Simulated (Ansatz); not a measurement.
## Relaxing Te in the fcc type

First guess:

```yaml
crystal:
  lattice:
    - [0.00000, 2.02372, 2.02372]
    - [2.02372, 0.00000, 2.02372]
    - [2.02372, 2.02372, 0.00000]
  atoms:
    - { symbol: Te, position: [0.00000, 0.00000, 0.00000] }
```

Level of theory: Ansatz 0.2.0, DFT, PBE, PAW with Ansatz's default frozen-core files, scalar-relativistic.

Cell and atoms relax within the symmetry of the start on a 14×14×14 k mesh with 0.05 eV Fermi–Dirac smearing.

The start is built from a prototype, known or not as a phase of this compound; the cutoff is 420 eV.

Spin–orbit coupling is left out, though it moves levels of the heavy atoms by tenths of an eV or more.

(1) What is the pressure of the first guess?

(2) What does it relax to?

(3) How much energy does the relaxation release?

## Answers

(1) 100.7 GPa.

(2) a = 4.834 Å, b = 4.834 Å, c = 4.834 Å, α = 90.00°, β = 90.00°, γ = 90.00° (conventional cell), 28.24 Å³ per atom:
```cif
data_structure
_symmetry_space_group_name_H-M 'Fm-3m'
_symmetry_Int_Tables_number 225
_cell_length_a 4.8342
_cell_length_b 4.8342
_cell_length_c 4.8342
_cell_angle_alpha 90.000
_cell_angle_beta 90.000
_cell_angle_gamma 90.000
_cell_volume 112.97
loop_
_atom_site_label
_atom_site_type_symbol
_atom_site_symmetry_multiplicity
_atom_site_Wyckoff_symbol
_atom_site_fract_x
_atom_site_fract_y
_atom_site_fract_z
_atom_site_occupancy
Te1 Te 4 a 0.00000 0.00000 0.00000 1
```

(3) 2220 meV/atom.
